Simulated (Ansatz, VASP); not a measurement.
**CdS in VASP and in Ansatz**

The input POSCAR:

```
CdS
1.0
    0.0000000000      2.7404104281      2.7404104281
    2.7404104281      0.0000000000      2.7404104281
    2.7404104281      2.7404104281      0.0000000000
Cd S
1 1
Direct
    0.0000000000      0.0000000000      0.0000000000
    0.5000000000      0.5000000000      0.5000000000
```

File INCAR.step1:

```
SYSTEM = CdS
  PREC = Accurate
  ENCUT = 520
  ISMEAR = 0
  SIGMA = 0.01
  LREAL = .False.
  LASPH = .True.
  NELM = 60
  NBANDS = 16
  GGA = PE
  ALGO = Normal
  EDIFF = 1E-4
  LWAVE = .True.
  LCHARG = .False.
```

Contents of INCAR.step2:

```
SYSTEM = CdS
  PREC = Accurate
  ENCUT = 520
  EDIFF = 1E-6
  ISMEAR = 0
  SIGMA = 0.01
  LREAL = .False.
  LASPH = .True.
  NELM = 60
  ALGO = Normal
  ISIF = 2
  LWAVE = .False.
  LCHARG = .False.
  METAGGA = R2SCAN
  LMIXTAU = .True.
  NBANDS = 16
  ISTART = 1
```

File KPOINTS:

```
Automatic mesh
0
Gamma
  8 8 8
  0 0 0
```

Input for Ansatz:

```yaml
crystal:
  lattice:
    - [0.0, 2.7404104281, 2.7404104281]
    - [2.7404104281, 0.0, 2.7404104281]
    - [2.7404104281, 2.7404104281, 0.0]
  atoms:
    - { symbol: Cd, position: [0.0, 0.0, 0.0] }
    - { symbol: S, position: [0.5, 0.5, 0.5] }
kpoints:
  mp_grid: { grid: [8, 8, 8] }
  band_path:
    path:
      - [0.0, 0.0, 0.0]
      - [0.5, 0.0, 0.5]
      - [0.625, 0.25, 0.625]
      - [0.375, 0.375, 0.75]
      - [0.5, 0.5, 0.5]
      - [0.5, 0.25, 0.75]
      - [0.0, 0.143229, -0.270833]
      - [0.0, 0.5, 0.5]
    npoints: 1
hamiltonian:
  xc: r2scan
scf:
  occupations: { method: fixed }
  n_extra_bands: 4
output:
  forces: true
  stress: true
  eigenvalues: true
```

Change from the starting cell: hydrostatic strain +0.5%.

Alike in both runs: task single point; functional r2SCAN; k mesh 8 × 8 × 8; no spin polarisation.

|  | VASP | Ansatz |
| --- | --- | --- |
| version | VASP 6.6.1 | Ansatz 0.2.0 |
| potentials or method | VASP PAW PBE potentials, release 64 (Cd, S) | plane waves, PAW |
| plane-wave cutoff (eV) | 520 | 500 |
| occupations | gaussian, width 0.01 eV | fixed |
| valence electrons in the cell | 18 | 26 |

|  | VASP | Ansatz | Ansatz less VASP |
| --- | --- | --- | --- |
| gap on the k mesh at the Fermi level (eV) | 0.73 | 0.75 | +0.018 |
| pressure (GPa) | -0.7 | -1.2 | -0.44 |

The two sets of potentials don't hold the same shells in valence.

Caveats: the PAW data sets were made with another functional, which shifts forces and pressure a little (VASP). A k mesh can miss the band edges.
